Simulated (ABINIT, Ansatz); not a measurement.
# SiC (P6_3mc): G0W0 with ABINIT, start to end, part 2 of 3

Aim: the G0W0 gap of SiC (P6_3mc) on PBE, step by step.

ABINIT 10.8.3; PBE and many-body steps on it, plane waves. Known limits of the many-body steps: not at the basis limit; coarse k mesh.

So far. Step 2 (Ground state): The gap is indirect, with the least direct gap 1.10 eV higher.

### Step 3. Bands along the symmetry lines

Level of this step: DFT, PBE, plane waves, norm-conserving pseudopotentials (ABINIT).

The cheap functional maps the bands first; the places of the edges decide which points the dearer methods must see.

File run.abi:

```
acell 3*1.0 Angstrom
rprim 
  3.076621010229 -0.000000000007 0.000000000000
  -1.538310505109 2.664431952678 0.000000000000
  0.000000000000 0.000000000000 15.098084320000
ntypat 2
znucl 14 6
natom 12
typat 1 1 1 1 1 1 2 2 2 2 2 2
xred 
  0.333333333333 0.666666666667 0.832986150000
  0.666666666667 0.333333333333 0.332986150000
  0.666666666667 0.333333333333 0.666500600000
  0.333333333333 0.666666666667 0.166500600000
  0.000000000000 0.000000000000 0.499729420000
  0.000000000000 0.000000000000 0.999729420000
  0.000000000000 0.000000000000 0.874366410000
  0.000000000000 0.000000000000 0.374366410000
  0.333333333333 0.666666666667 0.707996780000
  0.666666666667 0.333333333333 0.207996780000
  0.666666666667 0.333333333333 0.541521640000
  0.333333333333 0.666666666667 0.041521640000
pp_dirpath "pseudos"
pseudos "Si.upf, C.upf"
ecut 37
iscf -2
irdden 1
kptopt 0
nkpt 39
kpt 
  0.00000000 0.00000000 0.00000000
  0.12500000 0.00000000 0.00000000
  0.25000000 0.00000000 0.00000000
  0.37500000 0.00000000 0.00000000
  0.50000000 0.00000000 0.00000000
  0.45833333 0.08333333 0.00000000
  0.41666666 0.16666666 0.00000000
  0.37500000 0.25000000 0.00000000
  0.33333333 0.33333333 0.00000000
  0.25000000 0.25000000 0.00000000
  0.16666666 0.16666666 0.00000000
  0.08333333 0.08333333 0.00000000
  0.00000000 0.00000000 0.00000000
  0.00000000 0.00000000 0.12500000
  0.00000000 0.00000000 0.25000000
  0.00000000 0.00000000 0.37500000
  0.00000000 0.00000000 0.50000000
  0.12500000 0.00000000 0.50000000
  0.25000000 0.00000000 0.50000000
  0.37500000 0.00000000 0.50000000
  0.50000000 0.00000000 0.50000000
  0.45833333 0.08333333 0.50000000
  0.41666666 0.16666666 0.50000000
  0.37500000 0.25000000 0.50000000
  0.33333333 0.33333333 0.50000000
  0.25000000 0.25000000 0.50000000
  0.16666666 0.16666666 0.50000000
  0.08333333 0.08333333 0.50000000
  0.00000000 0.00000000 0.50000000
  0.50000000 0.00000000 0.50000000
  0.50000000 0.00000000 0.37500000
  0.50000000 0.00000000 0.25000000
  0.50000000 0.00000000 0.12500000
  0.50000000 0.00000000 0.00000000
  0.33333333 0.33333333 0.50000000
  0.33333333 0.33333333 0.37500000
  0.33333333 0.33333333 0.25000000
  0.33333333 0.33333333 0.12500000
  0.33333333 0.33333333 0.00000000
istwfk *1
nband 31
nbdbuf 2
tolwfr 1e-08
nstep 40
prtwf 0
prtvol 0
indata_prefix "in"
outdata_prefix "out"
tmpdata_prefix "tmp"
```

Started as:

```sh
$ OMP_NUM_THREADS=1 mpirun -n 8 abinit run.abi > log
```

Numbers of over 12 decimals in the logs are rounded to 6 here.

The program printed:

```text
.Version 10.8.3 of ABINIT. v10.8.2 released Aug 2026.

 Symmetries : space group P6_3 m c (#186); Bravais hP (primitive hexag.)
[... echo of the input left out ...]
== DATASET  1 ==================================================================
-   mpi_nproc: 8, omp_nthreads: 1 (-1 if OMP is not activated)

--- !DatasetInfo
iteration_state: {dtset: 1, }
dimensions: {natom: 12, nkpt: 39, mband: 31, nsppol: 1, nspinor: 1, nspden: 1, mpw: 9054, }
cutoff_energies: {ecut:  37.0, pawecutdg:  -1.0, }
electrons: {nelect:   4.80000000E+01, charge:   0.00000000E+00, occopt:   1.00000000E+00, tsmear:   1.00000000E-02, }

 Real(R)+Recip(G) space primitive vectors, cartesian coordinates (Bohr,Bohr^-1):
 R(1)=  5.8139711  0.0000000  0.0000000  G(1)=  0.1719995  0.0993039  0.0000000
 R(2)= -2.9069856  5.0350467  0.0000000  G(2)=  0.0000000  0.1986079  0.0000000
 R(3)=  0.0000000  0.0000000 28.5312444  G(3)=  0.0000000  0.0000000  0.0350493
 Unit cell volume ucvol=  8.3521269E+02 bohr^3
 Angles (23,13,12)=  9.00000000E+01  9.00000000E+01  1.20000000E+02 degrees

 getcut: wavevector=  0.0000  0.0000  0.0000  ngfft=  32  32 160
         ecut(hartree)=     37.000   => boxcut(ratio)=   2.01007

--- Pseudopotential description ------------------------------------------------
- Si Generated using ONCVPSP code by D. R. Hamann
- 14.00000   4.00000  171031                  znucl, zion, pspdat
12 -101130 2 -1 1510                          pspcod,pspxc,lmax,lloc,mmax
     nproj     2     2     2
  pspatm : epsatm=    9.34321561
         --- l  ekb(1:nproj) -->
             0    5.168965    0.829883
             1    2.571282    0.578307
             2   -2.427311   -0.488097
 pspatm: atomic psp has been read  and splines computed

- C Generated using ONCVPSP code by D. R. Hamann
-  6.00000   4.00000  171031                  znucl, zion, pspdat
12 -101130 1 -1 1248                          pspcod,pspxc,lmax,lloc,mmax
     nproj     2     2     0
  pspatm : epsatm=    4.31346680
         --- l  ekb(1:nproj) -->
[...]
pspatm: atomic psp has been read  and splines computed

--------------------------------------------------------------------------------

================================================================================
 prteigrs : about to open file out_EIG
 Non-SCF case, kpt    1 (  0.00000  0.00000  0.00000), residuals and eigenvalues=
  8.56E-09  7.61E-09  3.58E-09  3.19E-09  3.08E-09  3.96E-09  4.12E-09  1.85E-09
  5.06E-09  2.68E-09  4.68E-09  4.04E-09  5.41E-09  5.58E-09  6.95E-09  3.15E-09
  9.58E-09  4.76E-09  6.06E-09  3.70E-09  9.10E-09  3.92E-09  6.42E-09  8.97E-09
  8.54E-09  6.24E-09  4.96E-09  6.60E-09  8.81E-09  3.37E-06  2.13E-05
 -3.1508E-01 -2.9590E-01 -2.9455E-01 -2.3954E-01 -2.3845E-01 -1.8363E-01
 -6.2412E-02  2.4020E-02  2.5474E-02  1.6465E-01  1.6567E-01  2.1190E-01
  2.1190E-01  2.1877E-01  2.1877E-01  2.2279E-01  2.2279E-01  2.4002E-01
[...]
- [ -2.9069856,   5.0350467,   0.0000000, ]
- [  0.0000000,   0.0000000,  28.5312444, ]
lattice_lengths: [   5.81397,    5.81397,   28.53124, ]
lattice_angles: [ 90.000,  90.000, 120.000, ] # degrees, (23, 13, 12)
lattice_volume:   8.3521269E+02
convergence: {deltae:  0.000E+00, res2:  0.000E+00, residm:  9.997E-09, diffor:  0.000E+00, }
etotal    :  -6.16177741E+01
entropy   :   0.00000000E+00
fermie    :   2.54115613E-01
cartesian_stress_tensor: null
pressure_GPa: null
xred      :
- [  3.3333E-01,   6.6667E-01,   8.3299E-01, Si]
- [  6.6667E-01,   3.3333E-01,   3.3299E-01, Si]
- [  6.6667E-01,   3.3333E-01,   6.6650E-01, Si]
- [  3.3333E-01,   6.6667E-01,   1.6650E-01, Si]
- [  0.0000E+00,  -3.7007E-17,   4.9973E-01, Si]
- [  0.0000E+00,  -3.7007E-17,   9.9973E-01, Si]
- [  0.0000E+00,  -3.7007E-17,   8.7437E-01,  C]
- [  0.0000E+00,  -3.7007E-17,   3.7437E-01,  C]
- [  3.3333E-01,   6.6667E-01,   7.0800E-01,  C]
- [  6.6667E-01,   3.3333E-01,   2.0800E-01,  C]
- [  6.6667E-01,   3.3333E-01,   5.4152E-01,  C]
- [  3.3333E-01,   6.6667E-01,   4.1522E-02,  C]
cartesian_forces: null
force_length_stats: {min: null, max: null, mean: null, }

 Integrated electronic density in atomic spheres:
 ------------------------------------------------
 Atom  Sphere_radius  Integrated_density
[...]
================================================================================

 ----iterations are completed or convergence reached----

 Mean square residual over all n,k,spin=   58.533E-10; max=  99.966E-10
 reduced coordinates (array xred) for   12 atoms
[...]
0.666666666667      0.333333333333      0.541521640000
       0.333333333333      0.666666666667      0.041521640000

 cartesian coordinates (angstrom) at end:
    1      3.67e-12     1.776288    12.576495
    2      1.538311     0.888144     5.027453
    3      1.538311     0.888144    10.062882
[...]
11      1.538311     0.888144     8.175939
   12      3.67e-12     1.776288     0.626897
 length scales=  1.889726125908  1.889726125908  1.889726125908 bohr
              =  1.000000000000  1.000000000000  1.000000000000 angstroms
 prteigrs : about to open file out_EIG
 Eigenvalues (hartree) for nkpt=  39  k points:
 kpt#   1, nband= 31, wtk=  1.00000, kpt=  0.0000  0.0000  0.0000 (reduced coord)
[...]
kpt#   2, nband= 31, wtk=  1.00000, kpt=  0.1250  0.0000  0.0000 (reduced coord)
[...]
kpt#   3, nband= 31, wtk=  1.00000, kpt=  0.2500  0.0000  0.0000 (reduced coord)
[...]
kpt#  38, nband= 31, wtk=  1.00000, kpt=  0.3333  0.3333  0.1250 (reduced coord)
[...]
0.38328    0.38328    0.39451    0.43850    0.47595    0.47596    0.50512
 kpt#  39, nband= 31, wtk=  1.00000, kpt=  0.3333  0.3333  0.0000 (reduced coord)
[...]
-0.01971   -0.00754    0.00468    0.00468    0.03257    0.03257    0.04506    0.07853
   0.08596    0.08596    0.13023    0.13023    0.13784    0.17250    0.17778    0.17778
   0.38239    0.38239    0.39300    0.44097    0.48265    0.48275    0.49839

== END DATASET(S) ==============================================================
================================================================================

 -outvars: echo values of variables after computation  --------
            nband          31
             nkpt          39
          spgroup         186
 [... the other variables as echoed above ...]

 Calculation completed.
```

Run time: 35 s. Hardware: 8 MPI ranks of Arm Neoverse V1, shared host; peak memory 0.77 GiB.

Numbers from this step:

* gap: 2.022 eV
* k of the valence top: 0, 0, 0
* k of the conduction bottom: 0.5, 0, 0.25
* least direct gap: 3.130 eV

The gap is 2.022 eV, −0.004 eV from the run before at this level.

The electronic bands at the labelled points (eV, zero at the top of the highest filled band):

```
    point  band 21  band 22  band 23  band 24  band 25  band 26  band 27  band 28
        Γ    -0.30    -0.04     0.00     0.00     5.20     5.37     5.78     6.29
  halfway    -1.15    -1.12    -0.71    -0.53     3.68     3.91     4.39     5.02
        M    -1.82    -1.79    -1.67    -1.10     2.03     2.22     3.22     3.90
  halfway    -2.44    -2.23    -2.01    -1.77     2.85     3.53     4.51     4.95
        K    -3.16    -2.22    -2.08    -2.08     3.49     3.49     3.78     5.08
  halfway    -1.79    -1.74    -1.30    -0.72     4.82     4.88     4.98     5.07
        Γ    -0.30    -0.04     0.00     0.00     5.20     5.37     5.78     6.29
  halfway    -0.20    -0.20    -0.03    -0.03     5.22     5.34     5.86     6.20
        A    -0.10    -0.10    -0.10    -0.10     5.27     5.27     6.02     6.02
  halfway    -1.00    -1.00    -0.71    -0.71     3.79     3.79     4.74     4.74
        L    -1.72    -1.72    -1.31    -1.31     2.07     2.07     3.44     3.44
  halfway    -2.68    -2.68    -1.67    -1.67     3.22     3.22     4.49     4.49
        H    -2.64    -2.64    -2.27    -2.27     3.67     3.67     4.35     4.35
  halfway    -1.96    -1.96    -0.85    -0.85     4.75     4.75     5.14     5.14
        A    -0.10    -0.10    -0.10    -0.10     5.27     5.27     6.02     6.02
jump to L    -1.72    -1.72    -1.31    -1.31     2.07     2.07     3.44     3.44
  halfway    -2.00    -1.64    -1.54    -1.16     2.02     2.17     3.29     3.68
        M    -1.82    -1.79    -1.67    -1.10     2.03     2.22     3.22     3.90
jump to H    -2.64    -2.64    -2.27    -2.27     3.67     3.67     4.35     4.35
  halfway    -2.99    -2.34    -2.16    -2.16     3.58     3.58     3.94     4.84
        K    -3.16    -2.22    -2.08    -2.08     3.49     3.49     3.78     5.08
```

### Step 4. Empty states on the mesh, 3×3×1 mesh, 537 bands

The sums over transitions need many empty states on a uniform mesh; this step solves for them.

File run.abi:

```
acell 3*1.0 Angstrom
rprim 
  3.076621010229 -0.000000000007 0.000000000000
  -1.538310505109 2.664431952678 0.000000000000
  0.000000000000 0.000000000000 15.098084320000
ntypat 2
znucl 14 6
natom 12
typat 1 1 1 1 1 1 2 2 2 2 2 2
xred 
  0.333333333333 0.666666666667 0.832986150000
  0.666666666667 0.333333333333 0.332986150000
  0.666666666667 0.333333333333 0.666500600000
  0.333333333333 0.666666666667 0.166500600000
  0.000000000000 0.000000000000 0.499729420000
  0.000000000000 0.000000000000 0.999729420000
  0.000000000000 0.000000000000 0.874366410000
  0.000000000000 0.000000000000 0.374366410000
  0.333333333333 0.666666666667 0.707996780000
  0.666666666667 0.333333333333 0.207996780000
  0.666666666667 0.333333333333 0.541521640000
  0.333333333333 0.666666666667 0.041521640000
pp_dirpath "pseudos"
pseudos "Si.upf, C.upf"
ecut 37
ngkpt 3 3 1
nshiftk 1
shiftk 0 0 0
kptopt 1
chksymbreak 0
iscf -2
irdden 1
istwfk *1
nband 537
nbdbuf 48
tolwfr 1e-09
nstep 60
prtvol 0
indata_prefix "in"
outdata_prefix "out"
tmpdata_prefix "tmp"
```

Started as:

```sh
$ OMP_NUM_THREADS=2 mpirun -n 3 abinit run.abi > log
```

The program printed:

```text
.Version 10.8.3 of ABINIT. v10.8.2 released Aug 2026.

 Symmetries : space group P6_3 m c (#186); Bravais hP (primitive hexag.)
[... echo of the input left out ...]
== DATASET  1 ==================================================================
-   mpi_nproc: 3, omp_nthreads: 2 (-1 if OMP is not activated)

--- !DatasetInfo
iteration_state: {dtset: 1, }
dimensions: {natom: 12, nkpt: 3, mband: 537, nsppol: 1, nspinor: 1, nspden: 1, mpw: 9054, }
cutoff_energies: {ecut:  37.0, pawecutdg:  -1.0, }
electrons: {nelect:   4.80000000E+01, charge:   0.00000000E+00, occopt:   1.00000000E+00, tsmear:   1.00000000E-02, }

 Real(R)+Recip(G) space primitive vectors, cartesian coordinates (Bohr,Bohr^-1):
 R(1)=  5.8139711  0.0000000  0.0000000  G(1)=  0.1719995  0.0993039  0.0000000
 R(2)= -2.9069856  5.0350467  0.0000000  G(2)=  0.0000000  0.1986079  0.0000000
 R(3)=  0.0000000  0.0000000 28.5312444  G(3)=  0.0000000  0.0000000  0.0350493
 Unit cell volume ucvol=  8.3521269E+02 bohr^3
 Angles (23,13,12)=  9.00000000E+01  9.00000000E+01  1.20000000E+02 degrees

 getcut: wavevector=  0.0000  0.0000  0.0000  ngfft=  32  32 160
         ecut(hartree)=     37.000   => boxcut(ratio)=   2.01007

--- Pseudopotential description ------------------------------------------------
- Si Generated using ONCVPSP code by D. R. Hamann
- 14.00000   4.00000  171031                  znucl, zion, pspdat
12 -101130 2 -1 1510                          pspcod,pspxc,lmax,lloc,mmax
     nproj     2     2     2
  pspatm : epsatm=    9.34321561
         --- l  ekb(1:nproj) -->
             0    5.168965    0.829883
             1    2.571282    0.578307
             2   -2.427311   -0.488097
 pspatm: atomic psp has been read  and splines computed

- C Generated using ONCVPSP code by D. R. Hamann
-  6.00000   4.00000  171031                  znucl, zion, pspdat
12 -101130 1 -1 1248                          pspcod,pspxc,lmax,lloc,mmax
     nproj     2     2     0
  pspatm : epsatm=    4.31346680
         --- l  ekb(1:nproj) -->
[...]
pspatm: atomic psp has been read  and splines computed

--------------------------------------------------------------------------------

================================================================================
 prteigrs : about to open file out_EIG
 Non-SCF case, kpt    1 (  0.00000  0.00000  0.00000), residuals and eigenvalues=
  2.58E-10  1.77E-10  6.99E-10  8.34E-10  5.94E-10  6.17E-10  6.89E-10  7.89E-10
  1.33E-10  7.72E-10  7.47E-11  6.19E-11  8.75E-11  1.14E-10  9.66E-10  6.60E-11
  9.40E-11  8.38E-11  8.70E-10  8.25E-11  8.52E-11  6.55E-11  7.00E-11  8.48E-11
[...]
9.27E-04
 -3.1508E-01 -2.9590E-01 -2.9455E-01 -2.3954E-01 -2.3845E-01 -1.8363E-01
 -6.2412E-02  2.4020E-02  2.5474E-02  1.6465E-01  1.6567E-01  2.1190E-01
  2.1190E-01  2.1877E-01  2.1877E-01  2.2279E-01  2.2279E-01  2.4002E-01
[...]
5.2368E+00  5.2368E+00  5.2402E+00  5.2402E+00  5.2461E+00  5.2552E+00
  5.2557E+00  5.2584E+00  5.2590E+00  5.2687E+00  5.2703E+00  5.2770E+00
[...]
prteigrs : prtvol=0 or 1, do not print more k-points.

--- !ResultsGS
iteration_state: {dtset: 1, }
comment   : Summary of ground state results
lattice_vectors:
- [  5.8139711,  -0.0000000,   0.0000000, ]
- [ -2.9069856,   5.0350467,   0.0000000, ]
- [  0.0000000,   0.0000000,  28.5312444, ]
lattice_lengths: [   5.81397,    5.81397,   28.53124, ]
lattice_angles: [ 90.000,  90.000, 120.000, ] # degrees, (23, 13, 12)
lattice_volume:   8.3521269E+02
convergence: {deltae:  0.000E+00, res2:  0.000E+00, residm:  9.939E-10, diffor:  0.000E+00, }
etotal    :  -6.16177741E+01
entropy   :   0.00000000E+00
fermie    :   2.54115613E-01
cartesian_stress_tensor: null
pressure_GPa: null
xred      :
- [  3.3333E-01,   6.6667E-01,   8.3299E-01, Si]
- [  6.6667E-01,   3.3333E-01,   3.3299E-01, Si]
- [  6.6667E-01,   3.3333E-01,   6.6650E-01, Si]
- [  3.3333E-01,   6.6667E-01,   1.6650E-01, Si]
- [  0.0000E+00,  -3.7007E-17,   4.9973E-01, Si]
- [  0.0000E+00,  -3.7007E-17,   9.9973E-01, Si]
- [  0.0000E+00,  -3.7007E-17,   8.7437E-01,  C]
- [  0.0000E+00,  -3.7007E-17,   3.7437E-01,  C]
- [  3.3333E-01,   6.6667E-01,   7.0800E-01,  C]
- [  6.6667E-01,   3.3333E-01,   2.0800E-01,  C]
- [  6.6667E-01,   3.3333E-01,   5.4152E-01,  C]
- [  3.3333E-01,   6.6667E-01,   4.1522E-02,  C]
cartesian_forces: null
force_length_stats: {min: null, max: null, mean: null, }

 Integrated electronic density in atomic spheres:
 ------------------------------------------------
 Atom  Sphere_radius  Integrated_density
[...]
================================================================================

 ----iterations are completed or convergence reached----

 Mean square residual over all n,k,spin=   37.878E-11; max=  99.388E-11
 reduced coordinates (array xred) for   12 atoms
[...]
0.666666666667      0.333333333333      0.541521640000
       0.333333333333      0.666666666667      0.041521640000

 cartesian coordinates (angstrom) at end:
    1      3.67e-12     1.776288    12.576495
    2      1.538311     0.888144     5.027453
    3      1.538311     0.888144    10.062882
[...]
11      1.538311     0.888144     8.175939
   12      3.67e-12     1.776288     0.626897
 length scales=  1.889726125908  1.889726125908  1.889726125908 bohr
              =  1.000000000000  1.000000000000  1.000000000000 angstroms
 prteigrs : about to open file out_EIG
 Eigenvalues (hartree) for nkpt=   3  k points:
 kpt#   1, nband=537, wtk=  0.11111, kpt=  0.0000  0.0000  0.0000 (reduced coord)
[...]
5.22532    5.23319    5.23681    5.23684    5.24016    5.24024    5.24607    5.25524
   5.25568    5.25844    5.25896    5.26869    5.27033    5.27703    5.28173    5.28445
   5.29208
 prteigrs : prtvol=0 or 1, do not print more k-points.

== END DATASET(S) ==============================================================
================================================================================

 -outvars: echo values of variables after computation  --------
            nband         537
             nkpt           3
          spgroup         186
 [... the other variables as echoed above ...]

 Calculation completed.
```

Wall time 5 min (3 MPI ranks); peak memory 0.55 GiB; 24 min of CPU time.

Numbers from this step:

```
gap                                                           : 2.828 eV
k of the valence top                                          : 0, 0, 0
k of the conduction bottom                                    : 0.3333, 0, 0
least direct gap                                              : 3.654 eV
k points computed                                             : 3
lowest point of the top converged band, above the valence top : 125.0222 eV
```

On this mesh the gap is 2.828 eV. The earlier step found 2.027 eV, so this mesh misses an edge.

(Continued in part 3 of 3.)

[Paths, hosts, dates, memory and timing lines, banners, echoed tables and standing remarks are left out of the program output.]

[Logs are printed without paths, hosts, clocks, repeated set-up lines and the standing remarks that a program may print on its own settings, such as how far it seeks lower states.]

[Runs of the session that timed out or met a known fault of the program may be left out.]

[Hosts, paths, dates, database ids (printed as entryN), source tags and the programs' standing remarks are cut or masked in the printed files.]

[G0W0 gaps are taken among the corrected bands and points alone; a level outside them can change the order at an edge.]

[Where Ansatz stands beside ABINIT at settings called matched, ABINIT's density can come from a denser mesh and the files from another edition; pairs whose starting gaps differed by over 0.03 eV were left out, so agreement reads better than it is.]
